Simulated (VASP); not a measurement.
# H14CO8 in VASP: further runs, part 2 of 2

VASP 6.6.1. The steps go on from the part before.

## 4. Single point, PBE

The input, INCAR:

```
PREC     = Accurate       # precision mode
ENCUT    = 520            # plane-wave cutoff, eV
EDIFF    = 1E-7           # SCF threshold, eV
ISMEAR   = -1             # smearing method
SIGMA    = 0.02           # smearing width, eV
LREAL    = Auto         
LASPH    = True           # aspherical terms in the spheres
NELM     = 80             # most SCF steps
ALGO     = Fast           # electronic algorithm
ISIF     = 2              # what is computed and relaxed
LWAVE    = False          # write WAVECAR
LCHARG   = True           # write CHGCAR
GGA      = PE             # functional
LELF     = True           # ELF
LVHAR    = True         
NBANDS   = 50             # bands
```

The input, KPOINTS:

```
regular mesh
0
Gamma
  1 1 1
```

The input, POSCAR:

```
H14CO8
1.0
    6.0248970000      0.0000000000      0.0000000000
    0.0000000000      6.0248970000      0.0000000000
    0.0000000000      0.0000000000      6.0248970000
O H C
8 14 1
Direct
    0.1160019831      0.5654536501      0.8161633303
    0.2336969412      0.8231178060      0.2047669861
    0.7437305567      0.6471977861      0.6125747876
    0.9817761200      0.2719880522      0.2743283412
    0.9017747523      0.2130990787      0.7070328339
    0.3973345934     -0.1566333831      0.5987654229
    0.6503015736      0.6043422817      0.0571628029
    0.8067689788      0.9263394876     -0.0139089515
    0.1015619022      0.4168204037      0.7745526604
   -0.0205148735      0.6177698971      0.7492742200
    0.1527992927      0.9343562222      0.1189397927
    0.2771997596      0.7324606545      0.0723497846
    0.6013048854      0.7458384766      0.5791634280
    0.7310664398      0.5306148802      0.5093531060
    1.0907240406      0.3990607640      0.2416804802
    0.9069532641      0.2563197346      0.1283341441
    0.8510684913      0.0697605287      0.7682289008
    0.9262730965      0.2186925353      0.5504492442
    0.3164535427     -0.1151886912      0.4513604133
    0.2947270302     -0.2560209743      0.6764430994
    0.6431147288      0.6098859449     -0.1094956478
    0.8093250391      0.7716148508      0.2950755839
    0.7567100317      0.7741211178      0.1196369000
```

On the command line:

```console
cat potpaw_PBE.64/O/POTCAR potpaw_PBE.64/H/POTCAR potpaw_PBE.64/C/POTCAR > POTCAR
mpirun -np 1 vasp_gam > vasp.out
```

It took 38 s on 1 thread of Intel Xeon Platinum 8488C (Sapphire Rapids), shared host; peak memory 0.3 GiB.

The run converged. Its results:

```yaml
Free_energy: -116.5318 eV
Pressure: 4.3 GPa
Largest_force: 3.459 eV/Å
Band_gap_on_the_k_mesh: 4.83 eV, direct
```

Forces in eV/Å, atoms in the order of the input:
```
O    1.717  2.423  1.165
O   -0.034 -0.245 -1.850
O   -0.104  1.444  0.678
O    1.395  1.912 -1.473
O   -0.109  0.059  1.130
O   -0.938  1.616 -1.595
O   -1.463 -2.344 -0.438
O   -0.115 -0.832  1.814
H   -0.008 -3.028 -0.374
H   -1.078  0.866 -0.362
H   -0.410  0.494  0.583
H   -0.060 -0.125  1.121
H    0.108 -0.084  0.499
H    0.024 -1.706 -0.830
H   -1.289 -1.484  0.497
H    0.134 -0.206  0.809
H    0.194  0.351 -0.598
H   -0.115 -0.654 -1.027
H    1.126 -0.760  1.406
H   -0.376 -0.538  0.215
H    0.074 -0.304 -0.661
H   -0.123  0.152  0.242
C    1.449  2.994 -0.950
```

Stress tensor (GPa, compression positive):
```
 3.76 -0.49  0.85
-0.49  6.17  2.30
 0.85  2.30  2.94
```

Levels at points of the mesh, in eV from the valence-band top:
```
           k point  band 31  band 32  band 33  band 34  band 35  band 36
(0.00, 0.00, 0.00)    -0.45    -0.29     0.00     4.83     4.93     8.10
```

Caveat: the standard files for N, O and F lose accuracy on very short bonds.

## 5. Single point, PBE

The input, INCAR:

```
SYSTEM = H14CO8
ALGO = Fast
EDIFF = 1E-7
ENCUT = 520
GGA = PE
ISIF = 2
ISMEAR = -1
LASPH = .TRUE.
LCHARG = .FALSE.
LREAL = Auto
LWAVE = .FALSE.
NBANDS = 50
NELM = 100
PREC = Accurate
SIGMA = 0.02
```

The input, KPOINTS:

```
k-points
0
G
  1 1 1
  0 0 0
```

The input, POSCAR:

```
H14CO8
1.0
    6.0248970000      0.0000000000      0.0000000000
    0.0000000000      6.0248970000      0.0000000000
    0.0000000000      0.0000000000      6.0248970000
O H C
8 14 1
Direct
    0.1497287008      0.5645407714      0.8799486531
    0.2634235905      0.8876832251      0.2157215302
    0.7656396450      0.6693558413      0.6207740979
    1.0137600693      0.3102459677      0.2671083008
    0.9044967906      0.2094807596      0.6948998464
    0.4214511883     -0.0978108007      0.6347826361
    0.6329568788      0.6198280236      0.0496606000
    0.8259560288      0.9382733016      0.0461750632
    0.1388239500      0.4202561471      0.8136570633
    0.0085810596      0.6233965494      0.8519149788
    0.1340603831      0.9968967104      0.1937626486
    0.2165016265      0.7319627207      0.1687497728
    0.6267493038      0.7482119611      0.6062676258
    0.7776398501      0.5118759707      0.5469305118
    1.0863588207      0.4154925802      0.1731315905
    0.9283312229      0.1991071383      0.1805674022
    0.8411430104      0.0680509559      0.7492078288
    0.9523150354      0.1896463956      0.5425818898
    0.3318728934     -0.0845159677      0.4850041420
    0.3369518184     -0.2067919169      0.7234646501
    0.6760447523      0.6169898008     -0.1137114875
    0.7008086611      0.8074162928      0.3140136670
    0.7187508766      0.7917479751      0.1348072838
```

Potentials or basis: VASP PAW PBE potentials, release 64 (O, H, C).

On the command line:

```console
cat potpaw_PBE.64/O/POTCAR potpaw_PBE.64/H/POTCAR potpaw_PBE.64/C/POTCAR > POTCAR
mpirun -np 1 vasp_gam > vasp.out
```

OUTCAR:

```text
SYSTEM = H14CO8
   EDIFF = 1E-7
   ENCUT = 520
   GGA = PE
   ISIF = 2
   ISMEAR = -1
   LASPH = .TRUE.
   LREAL = Auto
   NELM = 100
   PREC = Accurate

 ion  position               nearest neighbor table
   1  0.150  0.565  0.880-  10 0.94   9 0.96
   2  0.263  0.888  0.216-  12 1.02  11 1.03
   3  0.766  0.669  0.621-  13 0.97  14 1.05
   4  0.014  0.310  0.267-  15 0.96  16 0.99
   5  0.904  0.209  0.695-  18 0.97  17 0.99
   6  0.421  0.902  0.635-  20 0.99  19 1.05
   7  0.633  0.620  0.050-  21 1.02  23 1.27
   8  0.826  0.938  0.046-  23 1.22
   9  0.139  0.420  0.814-   1 0.96
  10  0.009  0.623  0.852-   1 0.94
  11  0.134  0.997  0.194-   2 1.03
  12  0.217  0.732  0.169-   2 1.02
  13  0.627  0.748  0.606-   3 0.97
  14  0.778  0.512  0.547-   3 1.05
  15  0.086  0.415  0.173-   4 0.96
  16  0.928  0.199  0.181-   4 0.99
  17  0.841  0.068  0.749-   5 0.99
  18  0.952  0.190  0.543-   5 0.97
  19  0.332  0.915  0.485-   6 1.05
  20  0.337  0.793  0.723-   6 0.99
  21  0.676  0.617  0.886-   7 1.02
  22  0.701  0.807  0.314-  23 1.09
  23  0.719  0.792  0.135-  22 1.09   8 1.22   7 1.27

  LATTYP: Found a simple cubic cell.
 ALAT       =     6.0248970000

  Lattice vectors:

 A1 = (   6.0248970000,   0.0000000000,   0.0000000000)
 A2 = (   0.0000000000,   6.0248970000,   0.0000000000)
 A3 = (   0.0000000000,   0.0000000000,   6.0248970000)

Analysis of symmetry for initial positions (statically):
=====================================================================
 Subroutine PRICEL returns:
 Original cell was already a primitive cell.

 Routine SETGRP: Setting up the symmetry group for a
 simple cubic supercell.

 Subroutine GETGRP returns: Found  1 space group operations
 (whereof  1 operations were pure point group operations)
 out of a pool of 48 trial point group operations.

The static configuration has the point symmetry C_1 .

Analysis of symmetry for dynamics (positions and initial velocities):
=====================================================================
[... 155 lines left out ...]
   AEXX    =    0.0000 exact exchange contribution
   IVDW    =     0    specifies the selected vdW correction
   LEPSILON=     F    determine dielectric tensor
   LRPA    =     F    only Hartree local field effects (RPA)
 non-spin polarized calculation
 RMM-DIIS sequential band-by-band and
  energy-cutoff  :      520.00
  volume of cell :      218.70
 maximum number of plane-waves:      2944
 NGX is ok and might be reduce to    48
   NGX = 23   NGY = 23   NGZ = 23

 number of electron      66.0000000 magnetization

 Free energy of the ion-electron system (eV)
  ---------------------------------------------------
  ext. energy  EPLUGINS =         0.00000000
  ---------------------------------------------------
  free energy    TOTEN  =      -116.75986685 eV

  energy without entropy =     -116.75986685  energy(sigma->0) =     -116.75986685

 E-fermi :  -2.5732     XC(G=0):  -7.2349

 val. band max:       -3.0782221442   @ k =   0.0000   0.0000   0.0000
 cond. band min:       2.0366763084   @ k =   0.0000   0.0000   0.0000
 fundamental gap:      5.1148984526
 Fermi energy:        -2.5732186753

 k-point     1 :       0.0000    0.0000    0.0000
  band No.  band energies     occupation
      1     -24.9460      2.00000
      2     -22.5111      2.00000
      3     -22.4334      2.00000
      4     -21.7527      2.00000
      5     -21.5548      2.00000
      6     -21.1721      2.00000
[... 37 lines left out ...]
     44       7.5621      0.00000
     45       8.1059      0.00000
 [bands above 45 left out]

------------------------ aborting loop because EDIFF is reached ----------------------------------------

  FORCE on cell =-STRESS in cart. coord.  units (eV):
  Direction    XX          YY          ZZ          XY          YZ          ZX
  --------------------------------------------------------------------------------------
  -------------------------------------------------------------------------------------
  Total        6.8373451     -0.6501348      5.0659607     -0.3245726     -1.6070678     -0.4820086
  in kB       50.0897888     -4.7628304     37.1127829     -2.3777904    -11.7732375     -3.5311524
  external PRESSURE =      27.4799138 kB  Pullay stress =       0.0000000 kB

 VOLUME and BASIS-vectors are now :
 -----------------------------------------------------------------------------
  energy-cutoff  :      520.00
  volume of cell :      218.70
      direct lattice vectors                 reciprocal lattice vectors
     6.024897000  0.000000000  0.000000000     0.165977941  0.000000000  0.000000000
     0.000000000  6.024897000  0.000000000     0.000000000  0.165977941  0.000000000
     0.000000000  0.000000000  6.024897000     0.000000000  0.000000000  0.165977941

 POSITION                                       TOTAL-FORCE (eV/Angst)
 -----------------------------------------------------------------------------------
      0.90210      3.40130      5.30160         2.213883      0.118483      1.115920
      1.58710      5.34820      1.29970        -1.628204     -0.168388      0.042458
      4.61290      4.03280      3.74010         2.474648     -3.494226     -0.104219
      0.08290      1.86920      1.60930        -0.663334     -1.174440      1.132724
      5.44950      1.26210      4.18670        -0.256867     -0.284895      0.400532
      2.53920      5.43560      3.82450        -1.167702     -0.006394     -1.268592
[... 15 lines left out ...]
      4.22230      4.86460      1.89190        -0.378479     -0.485979      0.572427
      4.33040      4.77020      0.81220         0.114106      1.138645      2.429498
 -----------------------------------------------------------------------------------
    total drift:                                0.005554      0.004013     -0.000348

  FREE ENERGIE OF THE ION-ELECTRON SYSTEM (eV)
  ---------------------------------------------------
  free  energy   TOTEN  =      -116.7598668513 eV

  energy  without entropy=     -116.7598668513  energy(sigma->0) =     -116.75986685
```

It took 32 s on 1 thread of Intel Xeon Platinum 8488C (Sapphire Rapids), shared host; peak memory 0.29 GiB.

What came out:

```
Free energy            : -116.7599 eV
Pressure               : 2.7 GPa
Largest force          : 4.283 eV/Å
Band gap on the k mesh : 5.11 eV, direct
```

Forces in eV/Å, atoms in the order of the input:
```
O    2.214  0.118  1.116
O   -1.628 -0.168  0.042
O    2.475 -3.494 -0.104
O   -0.663 -1.174  1.133
O   -0.257 -0.285  0.401
O   -1.168 -0.006 -1.269
O   -0.649 -1.492 -1.138
O    0.845  1.140 -1.639
H   -0.092 -1.250 -0.487
H   -1.969  1.142 -0.746
H    1.616 -1.674  0.081
H    0.333  2.008  0.143
H   -1.875  0.752 -0.576
H   -0.586  2.452  1.142
H    0.267  0.289 -1.094
H    0.006  0.705 -0.326
H    0.341  0.586 -0.047
H    0.186 -0.025 -0.265
H    1.094 -0.351  1.321
H   -0.184  0.294 -0.065
H   -0.041 -0.218 -0.623
H   -0.378 -0.486  0.572
C    0.114  1.139  2.429
```

Levels at points of the mesh, in eV from the valence-band top:
| k point | band 31 | band 32 | band 33 | band 34 | band 35 | band 36 |
| --- | --- | --- | --- | --- | --- | --- |
| (0.00, 0.00, 0.00) | -0.33 | -0.15 | 0.00 | 5.11 | 5.54 | 8.12 |

Caveat: the standard files for N, O and F lose accuracy on very short bonds. A hybrid or GW would open this gap; PBE tends to underestimate it.
